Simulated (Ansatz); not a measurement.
SiS₂, space group Ibam, a convergence test of the plane-wave cutoff

Run with Ansatz 0.2.0 through its Python package.

`sis2_ecut.py`
```python
'''Convergence of SiS2 with the plane-wave cutoff.'''

import csv

import ansatz as az
import numpy as np

vectors = np.array([
    [-2.782, 4.7725, 2.776],
    [2.782, -4.7725, 2.776],
    [2.782, 4.7725, -2.776],
])
structure = (
    az.Lattice.of(vectors)
    .atom('Si', (0.75, 0.75, 0.0))
    .atom('Si', (0.25, 0.25, 0.0))
    .atom('S', (0.1182, 0.2088, 0.327))
    .atom('S', (0.8818, 0.7912, 0.673))
    .atom('S', (0.6182, 0.2912, 0.9094))
    .atom('S', (0.3818, 0.7088, 0.0906))
)

model = (
    structure.calculation()
    .functional(az.Functional.PBE)
    .kpoints(5, 5, 5, center='monkhorst-pack')  # the mesh must be finer for metals
    .occupations('fixed')
    .mixing('anderson')
    .eigensolver('auto', mixed_precision=False)
    .initial_density(normalization='atom')
    .scf(algorithm='direct_min')
    .stress()
)

rows = []
for value in [250, 300, 350, 400]:
    report = model.basis(value).run(threads=1, backend='cpu').report
    rows.append((value, report['free_energy_ev'] / len(report['lattice']['sites']), report['n_iterations'], sum(report['stress_gpa'][i][i] for i in range(3)) / 3, report['n_pw']))

with open('ecut.csv', 'w', newline='') as handle:
    writer = csv.writer(handle)
    writer.writerow(['cutoff (eV)', 'F/atom (eV)', 'iterations', 'P (GPa)', 'plane waves'])
    writer.writerows([round(v, 5) if isinstance(v, float) else v for v in row] for row in rows)

# the last row is the reference
for row in rows[:-1]:
    shift = 1000 * (row[1] - rows[-1][1])
    print(f'{row[0]}: {shift:+.2f} meV/atom' + ('  (within 2 meV)' if abs(shift) < 2 else ''))
```

```console
$ python sis2_ecut.py
DeckWarning: basis.ecutwfc = 250 eV is below the records' recommended 420 eV, and the density's cutoff is lower with it unless basis.ecutrho_ratio is high enough to keep the records' density cutoff: compare with a run at a higher cutoff
DeckWarning: basis.ecutwfc = 300 eV is below the records' recommended 420 eV, and the density's cutoff is lower with it unless basis.ecutrho_ratio is high enough to keep the records' density cutoff: compare with a run at a higher cutoff
DeckWarning: basis.ecutwfc = 350 eV is below the records' recommended 420 eV, and the density's cutoff is lower with it unless basis.ecutrho_ratio is high enough to keep the records' density cutoff: compare with a run at a higher cutoff
DeckWarning: basis.ecutwfc = 400 eV is below the records' recommended 420 eV, and the density's cutoff is lower with it unless basis.ecutrho_ratio is high enough to keep the records' density cutoff: compare with a run at a higher cutoff
250: +65.89 meV/atom
300: +14.83 meV/atom
350: +2.27 meV/atom
```
(Warnings from the package without file and line.)

It writes `ecut.csv`:
```csv
cutoff (eV),F/atom (eV),iterations,P (GPa),plane waves
250,-813.90137,7,2.48881,1285
300,-813.95243,7,2.38303,1725
350,-813.96499,7,2.37988,2203
400,-813.96726,7,2.37043,2675
```

Reading the output:
- Pressure is positive in compression.
- The structure is a deposited one; some such entries were measured under pressure or heat, so a shift against it needn't be the functional's error alone.
- Shifts are counted from the last row, which is itself no proven limit.
- Timing: 53 s on 1 thread of Arm Neoverse V1, on a shared host, peak memory 0.52 GiB.
